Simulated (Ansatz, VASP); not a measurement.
# CoO: VASP beside Ansatz, part 2 of 2

One calculation is typed for both programs; each brings its own data sets. How far apart do they land? The cell is taken from a series of runs on this material, whose earlier steps may have relaxed, scaled, displaced or heated it; both programs get it as it stands.

VASP 6.6.1 and Ansatz 0.2.0.

So far: The structure; Ansatz: electric field gradients, PBEsol.

**3. VASP: electric field gradients, PBEsol**

Level of this step: PBEsol, spin-polarised from a ferromagnetic start; plane waves and PAW (Co, O) (VASP).

The same cell, functional, mesh and smearing now go to VASP, with its own data sets.

Lines of VASP's logs that name or quote its potential files are left out, and so is its time.

The input, INCAR:

```
SYSTEM = CoO
PREC = Accurate
ENCUT = 520
EDIFF = 1E-08
NELM = 200
ISMEAR = -1
SIGMA = 0.02
LREAL = .FALSE.
ALGO = Normal
GGA = PS
NBANDS = 27
ISPIN = 2
MAGMOM = 2.33 2.33 0.34 0.34
LASPH = .TRUE.
LMAXMIX = 4
LORBIT = 11
LWAVE = .FALSE.
LCHARG = .FALSE.
ISIF = 2
LEFG = .TRUE.
GGA_COMPAT = .FALSE.
```

The input, POSCAR:

```
CoO
1.0
    3.1976457435      0.0000000000      0.0000000000
   -1.5988228718      2.7692424462      0.0000000000
    0.0000000000      0.0000000000      5.2287097100
Co O
2 2
Direct
    0.3333333334      0.6666666667      0.4992276646
    0.0000000000      0.0000000001      0.9992276646
    0.3333333334      0.6666666667      0.8757728354
    0.0000000000      0.0000000001      0.3757728355
```

The input, KPOINTS:

```
Automatic mesh
0
Gamma
9 9 5
0 0 0
```

PAW data sets: Co and O (PBE family, release 64).

Command:

```sh
mpirun -np 1 vasp_std
```

Numbers of over 12 decimals in the logs are rounded to 6 here.

The program printed:

```text
[banner, memory and clock lines left out]
running    1 mpi-ranks, on    1 nodes
 distrk:  each k-point on    1 cores,    1 groups
 distr:  one band on    1 cores,    1 groups

 POSCAR found type information on POSCAR CoO
 POSCAR found :  2 types and       4 ions
|                                                                             |
|               ----> ADVICE to this user running VASP <----                  |
|                                                                             |
|     You enforced a specific xc type in the INCAR file but a different       |
|     [... a line on the potential file left out ...]
|     I HOPE YOU KNOW WHAT YOU ARE DOING!                                     |
|                                                                             |

 LDA part: xc-table for (Slater+PW92), standard interpolation
 POSCAR, INCAR and KPOINTS ok, starting setup
 FFT: planning ... GRIDC
 FFT: planning ... GRID_SOFT
 FFT: planning ... GRID
 WAVECAR not read
 entering main loop
       N       E                     dE             d eps       ncg     rms          rms(c)
DAV:   1     0.250477256722E+03    0.25048E+03   -0.13255E+04  3888   0.128E+03
DAV:   2    -0.561911983251E+01   -0.25610E+03   -0.22870E+03  4025   0.310E+02
DAV:   3    -0.332274416773E+02   -0.27608E+02   -0.26251E+02  4248   0.116E+02
DAV:   4    -0.338526728166E+02   -0.62523E+00   -0.62331E+00  4311   0.179E+01
DAV:   5    -0.338727578355E+02   -0.20085E-01   -0.20082E-01  5279   0.300E+00    0.248E+01
DAV:   6    -0.329173175902E+02    0.95544E+00   -0.46218E+01  5067   0.981E+01    0.349E+01
DAV:   7    -0.282270048538E+02    0.46903E+01   -0.14235E+01  4526   0.790E+01    0.108E+01
DAV:   8    -0.283304334349E+02   -0.10343E+00   -0.17878E+00  4432   0.995E+00    0.600E+00
DAV:   9    -0.282540097029E+02    0.76424E-01   -0.29050E-01  5881   0.741E+00    0.223E+00
DAV:  10    -0.282848597249E+02   -0.30850E-01   -0.10382E-01  4678   0.314E+00    0.104E+00
DAV:  11    -0.282787212542E+02    0.61385E-02   -0.21090E-02  5594   0.154E+00    0.320E-01
DAV:  12    -0.282790164606E+02   -0.29521E-03   -0.48666E-03  5225   0.630E-01    0.114E-01
DAV:  13    -0.282789929667E+02    0.23494E-04   -0.22962E-04  4928   0.173E-01    0.464E-02
DAV:  14    -0.282790008615E+02   -0.78949E-05   -0.72288E-05  5133   0.937E-02    0.317E-02
DAV:  15    -0.282790064279E+02   -0.55663E-05   -0.15513E-05  4380   0.443E-02    0.157E-02
DAV:  16    -0.282790057463E+02    0.68151E-06   -0.34984E-06  5118   0.229E-02    0.614E-03
DAV:  17    -0.282790061392E+02   -0.39284E-06   -0.22486E-06  5363   0.912E-03    0.334E-03
DAV:  18    -0.282790062335E+02   -0.94277E-07   -0.12119E-07  4332   0.423E-03    0.140E-03
DAV:  19    -0.282790062391E+02   -0.56698E-08   -0.56505E-08  3279   0.220E-03
ion   1
     0.0000000    -0.0000000    -0.0000000    -0.0548501    -0.0000000    -0.0000000
     0.0000452    -0.0000000    -0.0000000    -0.0548501    -0.0000000    -0.0000000
     0.0000623    -0.0000000    -0.0000000    -0.0548501    -0.0000000    -0.0000000
     0.0000858    -0.0000000    -0.0000000    -0.0548501    -0.0000000    -0.0000000
     0.0001181    -0.0000000    -0.0000000    -0.0548501    -0.0000000    -0.0000000

     0.0000000    -0.0000000    -0.0000000    -2.8864561    -0.0000000    -0.0000000
     0.0000452    -0.0000000    -0.0000000    -2.8863885    -0.0000000    -0.0000000
     0.0000623    -0.0000000    -0.0000000    -2.8863490    -0.0000000    -0.0000000
     0.0000858    -0.0000000    -0.0000000    -2.8862841    -0.0000000    -0.0000000
     0.0001181    -0.0000000    -0.0000000    -2.8861780    -0.0000000    -0.0000000

ion   2
     0.0000000    -0.0000000     0.0000000    -0.0548501     0.0000000    -0.0000000
     0.0000452    -0.0000000     0.0000000    -0.0548501     0.0000000    -0.0000000
     0.0000623    -0.0000000     0.0000000    -0.0548501     0.0000000    -0.0000000
     0.0000858    -0.0000000     0.0000000    -0.0548501     0.0000000    -0.0000000
     0.0001181    -0.0000000     0.0000000    -0.0548501     0.0000000    -0.0000000

     0.0000000    -0.0000000     0.0000000    -2.8864561     0.0000000    -0.0000000
     0.0000452    -0.0000000     0.0000000    -2.8863885     0.0000000    -0.0000000
     0.0000623    -0.0000000     0.0000000    -2.8863490     0.0000000    -0.0000000
     0.0000858    -0.0000000     0.0000000    -2.8862841     0.0000000    -0.0000000
     0.0001181    -0.0000000     0.0000000    -2.8861780     0.0000000    -0.0000000

ion   3
     0.0000000    -0.0000000     0.0000000     1.1748410    -0.0000000    -0.0000000
     0.0000293    -0.0000000     0.0000000     1.1748410    -0.0000000    -0.0000000
     0.0000403    -0.0000000     0.0000000     1.1748410    -0.0000000    -0.0000000
     0.0000555    -0.0000000     0.0000000     1.1748410    -0.0000000    -0.0000000
     0.0000765    -0.0000000     0.0000000     1.1748410    -0.0000000    -0.0000000

     0.0000000    -0.0000000     0.0000000     3.5168927    -0.0000000    -0.0000000
     0.0000293    -0.0000000     0.0000000     3.5168919    -0.0000000    -0.0000000
     0.0000403    -0.0000000     0.0000000     3.5168913    -0.0000000    -0.0000000
     0.0000555    -0.0000000     0.0000000     3.5168902    -0.0000000    -0.0000000
     0.0000765    -0.0000000     0.0000000     3.5168885    -0.0000000    -0.0000000

ion   4
     0.0000000    -0.0000000    -0.0000000     1.1748410     0.0000000    -0.0000000
     0.0000293    -0.0000000    -0.0000000     1.1748410     0.0000000    -0.0000000
     0.0000403    -0.0000000    -0.0000000     1.1748410     0.0000000    -0.0000000
     0.0000555    -0.0000000    -0.0000000     1.1748410     0.0000000    -0.0000000
     0.0000765    -0.0000000    -0.0000000     1.1748410     0.0000000    -0.0000000

     0.0000000    -0.0000000    -0.0000000     3.5168927     0.0000000    -0.0000000
     0.0000293    -0.0000000    -0.0000000     3.5168919     0.0000000    -0.0000000
     0.0000403    -0.0000000    -0.0000000     3.5168913     0.0000000    -0.0000000
     0.0000555    -0.0000000    -0.0000000     3.5168902     0.0000000    -0.0000000
     0.0000765    -0.0000000    -0.0000000     3.5168885     0.0000000    -0.0000000

   1 F= -.28279006E+02 E0= -.28276683E+02  d E =-.464718E-02  mag=     5.8354
```

From OUTCAR (step 3):

```text
ion  position               nearest neighbor table
   1  0.333  0.667  0.499-   4 1.96   4 1.96   4 1.96   3 1.97
   2  0.000  0.000  0.999-   3 1.96   3 1.96   3 1.96   4 1.97
   3  0.333  0.667  0.876-   2 1.96   2 1.96   2 1.96   1 1.97
   4  0.000  0.000  0.376-   1 1.96   1 1.96   1 1.96   2 1.97

  LATTYP: Found a hexagonal cell.
 ALAT       =     3.1976457435
 C/A-ratio  =     1.6351747909

 Subroutine GETGRP returns: Found 12 space group operations
 (whereof  6 operations were pure point group operations)

The static configuration has the point symmetry C_3v.
 The point group associated with its full space group is C_6v.

 Found     36 irreducible k-points:

   k-points           NKPTS =     36   k-points in BZ     NKDIM =     36   number of bands    NBANDS=     27

   dimension x,y,z NGX =    24 NGY =   24 NGZ =   40
   dimension x,y,z NGXF=    48 NGYF=   48 NGZF=   80

   ENCUT  =  520.0 eV  38.22 Ry    6.18 a.u.   5.95  5.95  9.72*2*pi/ulx,y,z

   NELECT =      30.0000    total number of electrons

 k-points in reciprocal lattice and weights: Automatic mesh
   0.00000000  0.00000000  0.00000000       0.002
   0.11111111  0.00000000  0.00000000       0.015
   0.22222222 -0.00000000  0.00000000       0.015
   0.33333333  0.00000000  0.00000000       0.015
   0.44444444 -0.00000000  0.00000000       0.015
   0.11111111  0.11111111  0.00000000       0.015
   0.22222222  0.11111111  0.00000000       0.030
   0.33333333  0.11111111  0.00000000       0.030
   0.44444444  0.11111111  0.00000000       0.015
[...]
0.33333333  0.22222222  0.40000000       0.059
   0.33333333  0.33333333  0.40000000       0.010

 average (electrostatic) potential at core
       1 -82.8067       2 -82.8067       3 -70.3119       4 -70.3119

 E-fermi :   5.8102

 spin component 1
 k-point     1 :       0.0000    0.0000    0.0000
  band No.  band energies     occupation
    ...
     12       3.5655      1.00000
     13       3.5655      1.00000
     14       5.2603      1.00000
     15       5.2603      1.00000
     16       5.7952      0.67952
     17       5.8461      0.14229
     18       6.0715      0.00000
     19       6.0715      0.00000
     20      11.1076      0.00000
     21      12.6797      0.00000
    ...

 k-point     2 :       0.1111    0.0000    0.0000
  band No.  band energies     occupation
    ...
     13       3.5933      1.00000
     14       4.9744      1.00000
     15       5.1313      1.00000
     16       5.5794      0.99999
     17       5.7546      0.94170
     18       5.9998      0.00008
     19       6.6211      0.00000
     20      11.5911      0.00000
     21      12.7217      0.00000
     22      17.6575      0.00000
    ...

 k-point     3 :       0.2222   -0.0000    0.0000
  band No.  band energies     occupation
    ...
     14       4.3326      1.00000
     15       4.7935      1.00000
     16       5.1947      1.00000
     17       5.5823      0.99999
     18       5.7895      0.73799
     19       7.7554      0.00000
     20      12.6231      0.00000
     21      12.9323      0.00000
     22      15.6858      0.00000
     23      18.1994      0.00000
    ...

 k-point     4 :       0.3333    0.0000    0.0000
  band No.  band energies     occupation
    ...
     14       3.7810      1.00000
     15       4.3644      1.00000
     16       4.5925      1.00000
     17       5.3633      1.00000
     18       5.4884      1.00000
     19       9.2191      0.00000
     20      12.8123      0.00000
     21      13.7223      0.00000
     22      14.3246      0.00000
     23      17.0939      0.00000
    ...

 k-point     5 :       0.4444   -0.0000    0.0000
  band No.  band energies     occupation
    ...
     14       3.7430      1.00000
     15       4.0001      1.00000
     16       4.1253      1.00000
     17       5.2058      1.00000
     18       5.2372      1.00000
     19      10.7726      0.00000
     20      12.3372      0.00000
     21      12.8596      0.00000
     22      14.8932      0.00000
     23      16.3031      0.00000
    ...

 k-point     6 :       0.1111    0.1111    0.0000
  band No.  band energies     occupation
    ...
     13       3.6493      1.00000
     14       4.6081      1.00000
     15       4.7654      1.00000
     16       5.3174      1.00000
     17       5.6523      0.99963
     18       5.8526      0.10726
     19       7.4288      0.00000
     20      12.3822      0.00000
     21      12.8233      0.00000
     22      16.3952      0.00000
    ...

  Total       -2.0884567     -2.0884567     -2.1113797      0.0000000      0.0000000      0.0000000
  in kB      -72.2686925    -72.2686925    -73.0619175      0.0000000      0.0000000      0.0000000
  external PRESSURE =     -72.5331008 kB  Pullay stress =       0.0000000 kB

  energy-cutoff  :      520.00
  volume of cell :       46.30
      direct lattice vectors                 reciprocal lattice vectors
     3.197645743  0.000000000  0.000000000     0.312730077  0.180554794  0.000000000
    -1.598822872  2.769242446  0.000000000     0.000000000  0.361109588  0.000000000
     0.000000000  0.000000000  5.228709710     0.000000000  0.000000000  0.191251773

 POSITION                                       TOTAL-FORCE (eV/Angst)
 -----------------------------------------------------------------------------------
      0.00000      1.84616      2.61032         0.000000      0.000000      0.075898
     -0.00000      0.00000      5.22467         0.000000      0.000000      0.075898
      0.00000      1.84616      4.57916        -0.000000     -0.000000     -0.075898
     -0.00000      0.00000      1.96481        -0.000000      0.000000     -0.075898
 -----------------------------------------------------------------------------------
    total drift:                               -0.000000     -0.000000      0.000046

  FREE ENERGIE OF THE ION-ELECTRON SYSTEM (eV)
  ---------------------------------------------------
  free  energy   TOTEN  =       -28.2790062391 eV

  energy  without entropy=      -28.2743590596  energy(sigma->0) =      -28.27668265

 Electric field gradients after diagonalization (V/A^2)
 (convention: |V_zz| > |V_xx| > |V_yy|)
----------------------------------------------------------------------
 ion       V_xx      V_yy      V_zz     asymmetry (V_yy - V_xx)/ V_zz
----------------------------------------------------------------------
   1      -1.755    -1.751     3.506       0.001
   2      -1.755    -1.751     3.506       0.001
   3       2.235     2.232    -4.467       0.001
   4       2.235     2.232    -4.467       0.001
----------------------------------------------------------------------

 total charge
# of ion       s       p       d       tot
------------------------------------------
    1        0.349   0.439   7.187   7.975
    2        0.349   0.439   7.187   7.975
    3        1.546   3.420   0.000   4.966
    4        1.546   3.420   0.000   4.966
--------------------------------------------------
tot          3.789   7.718  14.374  25.881

 magnetization (x)
# of ion       s       p       d       tot
------------------------------------------
    1        0.015   0.057   2.415   2.487
    2        0.015   0.057   2.415   2.487
    3        0.022   0.303   0.000   0.324
    4        0.022   0.303   0.000   0.324
--------------------------------------------------
tot          0.074   0.720   4.830   5.624

[... 6 further parts left out ...]
```

The magnetic state follows from one typed start and may not be the lowest. The atoms bear forces, and field gradients depend strongly on their positions. The PAW data sets were made with PBE, which is usual practice but a small mismatch for other functionals. Oxides and halides of Co are often magnetic insulators, and a metal at this level, without U or exact exchange, may be an artefact.

**4. Comparison**

Known differences besides the potentials themselves: VASP starts from the moments at which Ansatz ended; the data sets hold 46 valence electrons in Ansatz (on its default PAW (the set named soft_2) files) and 30 in VASP; the cutoff is 420 eV in Ansatz and 520 eV in VASP; Ansatz makes its cores anew for this functional, VASP keeps those of its PBE data sets; Ansatz adds the response of the frozen cores to the gradients, VASP leaves it out; site moments are counted in spheres of each program's own size. Total energies have different zeros and are not compared.

The two programs side by side:

```csv
quantity,Ansatz,VASP,difference
total moment (μB),5.85,5.84,+0.02
moment on Co1 (μB),2.33,2.49,-0.16
moment on Co2 (μB),2.33,2.49,-0.16
moment on O3 (μB),0.34,0.32,+0.01
moment on O4 (μB),0.34,0.32,+0.01
Vzz at Co1 (V/Å²),2.8,3.5,-0.7
Vzz at Co2 (V/Å²),2.9,3.5,-0.6
Vzz at O3 (V/Å²),-4.2,-4.5,+0.2
Vzz at O4 (V/Å²),-4.2,-4.5,+0.2
```

**5. Outcome**

* difference in Vzz at Co1 (electric field gradients, PBEsol): -0.66 V/Å²

**Reading.** The difference in Vzz at Co1 is -0.66 V/Å² (electric field gradients, PBEsol). The data sets hold unlike numbers of valence electrons (46 in Ansatz and 30 in VASP), so part of the differences comes from the potentials. How closely two codes agree says nothing of how well the functional describes the real material.

[Lines on the potential files, build, host, timing and source positions are cut from VASP's logs without a mark.]

[Logs are printed without paths, hosts, clocks, repeated set-up lines and the standing remarks that a program may print on its own settings, such as how far it seeks lower states.]

[Hosts, paths, dates, database ids (printed as entryN), source tags and the programs' standing remarks are cut or masked in the printed files.]
